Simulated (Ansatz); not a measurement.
# Fe: the crystal squeezed far

The task here is to estimate one member of a computed series from the others.

Method: DFT, PBE, PAW with Ansatz's default frozen-core files, scalar-relativistic, in Ansatz 0.2.0.

2 further runs of the same task are left out: 2 that didn't finish.

## Starting point

The structure is cubic, space group Pm-3m (No. 221). The conventional cell has a = 2.307 Å, b = 2.307 Å, c = 2.307 Å, α = 90.00°, β = 90.00°, γ = 90.00°. Fe (site symmetry m-3m) is surrounded by 6 Fe at 2.31 Å.

As a file:

```cif
data_structure
_symmetry_space_group_name_H-M 'P 1'
_symmetry_Int_Tables_number 1
_cell_length_a 2.3067
_cell_length_b 2.3067
_cell_length_c 2.3067
_cell_angle_alpha 90.000
_cell_angle_beta 90.000
_cell_angle_gamma 90.000
_cell_volume 12.27
loop_
_atom_site_label
_atom_site_type_symbol
_atom_site_fract_x
_atom_site_fract_y
_atom_site_fract_z
_atom_site_occupancy
Fe1 Fe 0.00000 0.00000 0.00000 1
```

Whether this phase is the stable one at these pressures isn't tested.

Set-up of the first run:

File input.yaml:

```yaml
crystal:
  lattice:
    - [2.3066674834, 0.0, 0.0]
    - [0.0, 2.3066674834, 0.0]
    - [0.0, 0.0, 2.3066674834]
  atoms:
    - { symbol: Fe, position: [0.0, 0.0, 0.0], spin: 2.5 }
magnetization:
  spin_polarized: true
kpoints:
  mp_grid: { grid: [18, 18, 18] }
scf:
  occupations: { method: fermi_dirac, width: 0.1 }
hamiltonian:
  xc: pbe
  pseudopotentials: { kind: paw }
output:
  forces: true
  stress: true
relax:
  f_tol: 0.005
  max_steps: 40
  cell: {}
```

Started as:

```console
$ ansatz run input.yaml --threads 1 --pin off --max-ram 3072MiB --backend cpu --events-out ev --progress --plain --runs-dir out
```

Among the steps run: Cell relaxed at zero pressure, PAW; Volume scaled by 1, PAW; Volume scaled by 0.88, PAW; Volume scaled by 0.78, PAW; Volume scaled by 0.68, PAW; Volume scaled by 0.58, PAW; Volume scaled by 0.5, PAW; Volume scaled by 0.43, PAW; Volume scaled by 0.43, PAW (cutoff 1000 eV).

One table of the session follows, with a row left open; its other results are not shown here.

| method | volume over the first | volume (Å³/atom) | pressure (GPa) | moment Fe (μB) |
| --- | --- | --- | --- | --- |
| PAW | 1 | 13.313 | 0.01 | 2.36 |
| PAW | 0.88 | ? | ? | ? |
| PAW | 0.78 | 10.384 | 47.96 | 1.56 |
| PAW | 0.68 | 9.053 | 92.50 | 0.00 |
| PAW | 0.58 | 7.722 | 212.62 | 0.00 |
| PAW | 0.5 | 6.657 | 398.05 | 0.00 |
| PAW | 0.43 | 5.725 | 694.68 | 0.00 |
| PAW (cutoff 1000 eV) | 0.43 | 5.725 | 693.18 | 0.00 |

Estimate the missing values for PAW, 0.88.

The run gave: volume (Å³/atom): 11.716; pressure (GPa): 21.22; moment Fe (μB): 2.09. In the column «volume (Å³/atom)» it lies between PAW, 0.78 (10.384) and PAW, 1 (13.313).

Caveats from the session: Other magnetic orders may lie lower; this is the state that the run reached. Warnings in the runs' records: seeded moment not kept.
